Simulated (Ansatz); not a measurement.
**SnO2: properties at the relaxed cell**

Aim: for SnO2, relax it again with other functionals.

Method: DFT PBE, scalar-relativistic, plane waves, PAW, in Ansatz 0.2.0.

1 further run of the same task is left out (set aside as unsound or not needed).

**1. The structure to begin with**

Symmetry: Pbcn, No. 60, orthorhombic system. The conventional cell has a = 4.789 Å, b = 5.824 Å, c = 5.306 Å, α = 90.00°, β = 90.00°, γ = 90.00°. Around Sn (site symmetry 2) lie 6 O at 2.06 to 2.14 Å. O (site symmetry 1) is surrounded by 3 Sn at 2.06 to 2.14 Å.

Coordinates:

```
Sn O
1.0
     4.78924    0.00000    0.00000
     0.00000    5.82418    0.00000
     0.00000    0.00000    5.30558
Sn O
4 8
Cartesian
  2.3946 3.8741 3.9792
  0.0000 4.8622 1.3264
  2.3946 1.9501 1.3264
  0.0000 0.9620 3.9792
  3.4968 3.5357 0.4147
  1.1022 5.2006 4.8908
  3.6871 5.2006 3.0675
  1.2924 3.5357 2.2380
  3.4968 2.2885 3.0675
  1.1022 0.6236 2.2380
  3.6871 0.6236 0.4147
  1.2924 2.2885 4.8908
```

It goes back to an entry of the Materials Project, which need not be the stable form.

It is the result of an earlier relaxation at this level (volume 12.33 Å³/atom; gap on the mesh: 1.00 eV).

**2. Relaxing with PBEsol**

input.yaml reads:

```yaml
crystal:
  lattice:
    - [4.7892441572, 0.0, 0.0]
    - [0.0, 5.8241797358, 0.0]
    - [0.0, 0.0, 5.3055797788]
  atoms:
    - { symbol: Sn, position: [0.5, 0.6651682922, 0.75] }
    - { symbol: Sn, position: [0.0, 0.8348317078, 0.25] }
    - { symbol: Sn, position: [0.5, 0.3348317078, 0.25] }
    - { symbol: Sn, position: [0.0, 0.1651682922, 0.75] }
    - { symbol: O, position: [0.7301375858, 0.6070668389, 0.0781721786] }
    - { symbol: O, position: [0.2301375858, 0.8929331611, 0.9218278214] }
    - { symbol: O, position: [0.7698624142, 0.8929331611, 0.5781721786] }
    - { symbol: O, position: [0.2698624142, 0.6070668389, 0.4218278214] }
    - { symbol: O, position: [0.7301375858, 0.3929331611, 0.5781721786] }
    - { symbol: O, position: [0.2301375858, 0.1070668389, 0.4218278214] }
    - { symbol: O, position: [0.7698624142, 0.1070668389, 0.0781721786] }
    - { symbol: O, position: [0.2698624142, 0.3929331611, 0.9218278214] }
basis:
  ecutwfc: 420
kpoints:
  mp_grid: { grid: [6, 6, 6] }
hamiltonian:
  xc: pbesol
scf:
  occupations: { method: gaussian, width: 0.02 }
output:
  forces: true
  stress: true
  eigenvalues: true
relax:
  adjacent_minimum: "off"
  f_tol: 0.005
  max_steps: 50
  cell: { stress_tol: 0.05 }
```

On the command line:

```
$ ansatz run input.yaml --threads 4 --pin off --max-ram 10240MiB --backend cpu --events-out ev --progress --plain --runs-dir out
```

**3. The cell under PBE+D3(BJ)**

Edit input.yaml of step 2 so:

```diff
@@ -23,3 +23,4 @@
 hamiltonian:
-  xc: pbesol
+  xc: pbe
+  dispersion: d3bj
 scf:
```

**4. Relaxing with LDA**

Edit input.yaml of step 3 so:

```diff
@@ -23,4 +23,3 @@
 hamiltonian:
-  xc: pbe
-  dispersion: d3bj
+  xc: lda
 scf:
```

**5. Relaxing with r2SCAN**

Edit input.yaml of step 4 so:

```diff
@@ -19,3 +19,3 @@
 basis:
-  ecutwfc: 420
+  ecutwfc: 500
 kpoints:
@@ -23,3 +23,3 @@
 hamiltonian:
-  xc: lda
+  xc: r2scan
 scf:
```

(Steps that only read results are left out.)

Q: Predict the outcome of this session.

The runs gave:

The volumes rise in the order LDA, r2SCAN, PBEsol, PBE+D3(BJ), PBE, over 6.2 %.
